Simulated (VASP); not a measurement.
Write the native input for VASP 6.6.1 that does the following.

```
Task                   : band structure
Functional             : r2SCAN
Potentials or basis    : VASP PAW PBE potentials, release 64 (Te, Cd)
Cutoff                 : 520 eV
k mesh                 : 6 × 6 × 6
Occupations            : gaussian, width 0.02 eV
Spin                   : spin-orbit coupling, no magnetisation
Ladder                 : free
Further INCAR settings : ALGO = Normal; EDIFF = 1e-06
```

The structure of CdTe lies in POSCAR:

```
CdTe
1.0
    0.0000000000      3.2050000000      3.2050000000
    3.2050000000      0.0000000000      3.2050000000
    3.2050000000      3.2050000000      0.0000000000
Te Cd
1 1
Direct
    0.7500000000      0.7500000000      0.7500000000
    0.0000000000      0.0000000000      0.0000000000
```

The input as run:

INCAR

```
PREC = Accurate
ENCUT = 520
EDIFF = 1E-6
ISMEAR = 0
SIGMA = 0.02
LREAL = F
LASPH = T
NELM = 80
ALGO = Normal
ISIF = 2
LWAVE = F
LCHARG = F
MAGMOM = 0 0 0 0 0 0
LORBIT = 11
LSORBIT = T
GGA_COMPAT = F
METAGGA = R2SCAN
LMIXTAU = T
KPAR = 2
```

KPOINTS

```
Automatic mesh
0
Gamma
  6 6 6
```

KPOINTS_OPT

```
path GXWKGLUWLK,UX
15
line-mode
reciprocal
 0.0000000000  0.0000000000  0.0000000000  G
 0.5000000000  0.0000000000  0.5000000000  X

 0.5000000000  0.0000000000  0.5000000000  X
 0.5000000000  0.2500000000  0.7500000000  W

 0.5000000000  0.2500000000  0.7500000000  W
 0.3750000000  0.3750000000  0.7500000000  K

 0.3750000000  0.3750000000  0.7500000000  K
 0.0000000000  0.0000000000  0.0000000000  G

 0.0000000000  0.0000000000  0.0000000000  G
 0.5000000000  0.5000000000  0.5000000000  L

 0.5000000000  0.5000000000  0.5000000000  L
 0.6250000000  0.2500000000  0.6250000000  U

 0.6250000000  0.2500000000  0.6250000000  U
 0.5000000000  0.2500000000  0.7500000000  W

 0.5000000000  0.2500000000  0.7500000000  W
 0.5000000000  0.5000000000  0.5000000000  L

 0.5000000000  0.5000000000  0.5000000000  L
 0.3750000000  0.3750000000  0.7500000000  K

 0.6250000000  0.2500000000  0.6250000000  U
 0.5000000000  0.0000000000  0.5000000000  X
```

Potentials or basis: VASP PAW PBE potentials, release 64 (Te, Cd).

The run is started by

```console
$ cat potpaw_PBE.64/Te/POTCAR potpaw_PBE.64/Cd/POTCAR > POTCAR
$ mpirun -np 2 vasp_ncl > vasp.out
```

It gave:

```json
{
  "Pressure": "3.4 GPa",
  "Valence electrons inside the program's atomic spheres": "Te 3.50; Cd 10.34"
}
```

Caveat: the PAW data sets were made with another functional, which shifts forces and pressure a little.

It took 6.7 min on 2 MPI ranks on Intel(R) Xeon(R) 6975P-C (Granite Rapids), on a shared host, peak memory 0.5 GiB a rank.
